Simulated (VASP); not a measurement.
H20CO9: single point with PBE+D3(BJ)

H20CO9:

```
O H C
1.0
     6.74600    0.00000    0.00000
     0.00000    6.74600    0.00000
     0.00000    0.00000    6.74600
O H C
9 20 1
Direct
  0.66909 0.07345 0.93798
  0.38107 0.47624 0.91345
  0.14730 0.21178 0.66291
  0.24480 0.87522 0.35795
  0.27747 0.87398 0.99275
  0.75876 0.37069 0.21771
  0.93902 0.63587 0.98614
  0.76122 0.29205 0.67032
  0.54567 0.61465 0.54840
  0.56050 0.05778 0.00846
  0.73495 0.93743 0.98887
  0.48549 0.54858 0.82667
  0.28395 0.39017 0.83586
  0.22056 0.29951 0.55301
  0.01942 0.26512 0.64680
  0.23615 0.00024 0.43172
  0.18657 0.91091 0.22339
  0.22990 0.88808 0.87078
  0.37514 0.77926 0.94824
  0.65669 0.37935 0.11656
  0.85983 0.33872 0.12640
  0.06118 0.65331 0.04422
  0.84108 0.57025 0.09770
  0.74222 0.32178 0.52256
  0.73964 0.15379 0.70132
  0.84994 0.75722 0.61026
  0.49071 0.64155 0.43229
  0.68374 0.94066 0.49650
  0.68636 0.80812 0.75384
  0.70463 0.77834 0.59712
```

The cell was built by a generator and needn't be a form met in nature.

```json
{"Program": "VASP 6.6.1", "Task": "single point", "Functional": "PBE", "Dispersion": "D3(BJ)", "Potentials or basis": "VASP PAW PBE potentials, release 64 (O, H, C)", "Cutoff": "520 eV", "k mesh": "1 × 1 × 1", "Occupations": "fermi-dirac, width 0.02 eV", "Spin": "no spin polarisation", "Dipole correction": "no", "Further INCAR settings": "LREAL = Auto; ALGO = Normal; EDIFF = 1e-07; NBANDS = 60"}
```

| Property | Result |
| --- | --- |
| Pressure | 2.1 GPa |
| Largest force | 7.806 eV/Å |
| Band gap on the k mesh | 4.02 eV, direct |
| Dispersion energy per atom | -0.034 eV |

Forces in eV/Å, atoms in the order of the input:
```
O    6.786 -3.150 -1.149
O    1.025  0.593 -0.440
O    4.513  1.241 -2.397
O   -0.857  0.894 -0.680
O    2.219 -0.282  3.444
O   -0.993  0.809  0.676
O   -5.175 -1.225  0.417
O    0.572  1.411 -2.548
O    5.230  0.617  5.762
H   -6.288 -0.073  3.261
H   -0.421  2.629 -1.171
H   -2.038 -2.064  0.244
H    1.327  0.924  0.148
H   -1.082 -1.842  2.267
H   -3.073  0.725  0.286
H   -0.107 -0.427  0.253
H    0.998 -0.623  1.403
H   -3.117  1.648 -5.291
H    0.619 -1.061  1.039
H   -1.355 -0.226  0.067
H    1.888 -1.160 -0.720
H    2.870  0.466  1.467
H    2.291  1.578 -1.813
H   -0.065 -0.585  1.923
H   -0.473 -0.199 -0.082
H    4.426 -2.210 -1.229
H   -2.490  1.787 -5.263
H   -0.066 -3.237  1.750
H   -1.126  0.356  0.137
C   -6.038  2.686 -1.761
```

Stress tensor (GPa, compression positive):
```
 5.89 -3.77  0.77
-3.77 -3.10  2.17
 0.77  2.17  3.64
```

Levels at points of the mesh, in eV from the valence-band top:
| k point | band 37 | band 38 | band 39 | band 40 | band 41 | band 42 |
| --- | --- | --- | --- | --- | --- | --- |
| (0.00, 0.00, 0.00) | -0.22 | -0.13 | 0.00 | 4.02 | 5.98 | 6.34 |

Run time: 26 s on 1 thread of AMD EPYC 9R45 96-Core Processor (Zen 5), on a shared host, peak memory 0.29 GiB.

A hybrid or GW would open this gap; PBE tends to underestimate it.
